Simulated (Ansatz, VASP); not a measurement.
## One calculation of Nb, two programs

```
Nb
1.0
    -1.31315    1.31315    1.31315
     1.31315   -1.31315    1.31315
     1.31315    1.31315   -1.31315
Nb
1
Cartesian
  0.0000 0.0000 0.0000
```

Change from the starting cell: volume scaled by 0.5, LAPW.

Alike in both runs: task single point; functional PBE; k mesh 16 × 16 × 16; occupations fermi-dirac, width 0.05 eV; no spin polarisation.

```csv
,VASP,Ansatz
version,VASP 6.6.1,Ansatz 0.2.0
potentials or method,"VASP PAW PBE potentials, release 64 (Nb_sv), cutoff 520 eV","all-electron LAPW, scalar-relativistic"
```

Ansatz gave:

| Property | Result |
| --- | --- |
| pressure (GPa) | 429.8 |

Problem. Estimate VASP's values.

Solution. Pressure (GPa): 431.5.

Ansatz ran all-electron here, so the differences hold the error of VASP's frozen core and of both bases.

Caveats: the cell as given lies far from equilibrium; so large a pressure means that the cell lies far from this level's equilibrium, or that cutoff or potentials fall short (VASP).
